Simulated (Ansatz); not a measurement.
CsPbCl3 under changes of volume

One of the cells (35.217 Å³/atom); the others are scaled copies at fixed shape and fractional positions:

```
Pb Cs Cl
1.0
     5.60500    0.00000    0.00000
     0.00000    5.60500    0.00000
     0.00000    0.00000    5.60500
Pb Cs Cl
1 1 3
Direct
  0.50000 0.50000 0.50000
  0.00000 0.00000 0.00000
  0.50000 0.00000 0.50000
  0.00000 0.50000 0.50000
  0.50000 0.50000 0.00000
```

- Program: Ansatz 0.2.0
- Functional: PBEsol
- Potentials or basis: Ansatz PAW
- Cutoff: 420 eV (not typed: the program's choice for these potentials)
- k mesh: 5 × 5 × 5
- Occupations: fermi-dirac, width 0.05 eV
- Spin: no spin polarisation

| volume (Å³/atom) | energy over the lowest point (meV/atom) | pressure (GPa) | gap on the mesh (eV) |
| --- | --- | --- | --- |
| 33.104 | 13.25 | 2.0 | 2.70 |
| 33.809 | ? | ? | ? |
| 34.513 | 1.79 | 0.7 | 2.81 |
| 35.217 | 0.00 | 0.1 | 2.85 |
| 35.922 | 0.46 | -0.3 | 2.90 |
| 36.626 | 2.93 | -0.8 | 2.94 |
| 37.330 | 7.19 | -1.2 | 2.97 |

Question: What does the run at 33.809 Å³/atom give?

Answer: Energy over the lowest point 6.11 meV/atom; pressure 1.3 GPa; gap on the mesh 2.76 eV.

Worked out: A Birch-Murnaghan fit of order 3 (a polynomial in V^(-2/3)) to the other rows has its minimum at 35.42 Å³/atom with B0 = V·E''(V) = 25 GPa and B' = 4.7. It gives 6.10 meV/atom at 33.809 Å³/atom, against the run's 6.11, and -dE/dV = 1.3 GPa, against 1.3. A parabola through the other rows of the gap, of slope 2.59 eV per unit of ln V (its deformation potential) there, gives 2.76 eV, against the run's 2.76.

Energies are extrapolated to zero smearing.

Caveats: odd divisions of the mesh miss points on the zone boundary, where band edges often lie, so the gap on the mesh can be too wide; spin-orbit coupling is left out, which as a rule narrows the gap of such compounds by several tenths of an eV; the PAW data sets come from PBE, with cores solved anew for the run's functional, which leaves a small shift of forces and pressure.

A mesh can miss the band edges.
